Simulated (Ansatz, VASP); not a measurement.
**One calculation of BAs, two programs**

Contents of INCAR:

```
SYSTEM = BAs
PREC = Accurate
ENCUT = 520
EDIFF = 1E-8
ISMEAR = -1
SIGMA = 0.05
LREAL = .FALSE.
LASPH = .TRUE.
NELM = 100
ALGO = Normal
ISIF = 2
LWAVE = .FALSE.
LCHARG = .FALSE.
GGA = PE
LEFG = .TRUE.
NBANDS = 11
```

File KPOINTS:

```
Automatic mesh
0
G
  14 14 14
  0 0 0
```

The input POSCAR:

```
BAs
1.0
    0.0000000000      2.3221249178      2.3221249178
    2.3221249178      0.0000000000      2.3221249178
    2.3221249178      2.3221249178      0.0000000000
B As
1 1
Direct
    0.0000000000      0.0000000000      0.0000000000
    0.5000000000      0.5000000000      0.5000000000
```

Input for Ansatz:

```yaml
crystal:
  lattice:
    - [0.0, 2.3221249178, 2.3221249178]
    - [2.3221249178, 0.0, 2.3221249178]
    - [2.3221249178, 2.3221249178, 0.0]
  atoms:
    - { symbol: B, position: [0.0, 0.0, 0.0] }
    - { symbol: As, position: [0.5, 0.5, 0.5] }
kpoints:
  mp_grid: { grid: [14, 14, 14] }
scf:
  occupations: { method: fermi_dirac, width: 0.05 }
hamiltonian:
  xc: pbe
  pseudopotentials: { kind: paw }
output:
  forces: true
  stress: true
  eigenvalues: true
  efg: { contact_densities: true }
```

Change from the starting cell: volume scaled by 1.02, PAW files.

Alike in both runs: task electric field gradients; functional PBE; k mesh 14 × 14 × 14; occupations fermi-dirac, width 0.05 eV; no spin polarisation.

|  | VASP | Ansatz |
| --- | --- | --- |
| version | VASP 6.6.1 | Ansatz 0.2.0 |
| potentials or method | VASP PAW PBE potentials, release 64 (B, As) | PAW with Ansatz's default frozen-core files, scalar-relativistic |
| plane-wave cutoff (eV) | 520 | 420 |
| valence electrons in the cell | 8 | 18 |

Ansatz gave:

- pressure (GPa): -2.4
- Vzz of the field gradient on the site that differs most (V/Å²): 0.0

**Question.** Estimate VASP's values.

**Answer.** Pressure (GPa): -2.1; Vzz of the field gradient on the site that differs most (V/Å²): 0.0.

The two sets of potentials don't hold the same shells in valence.
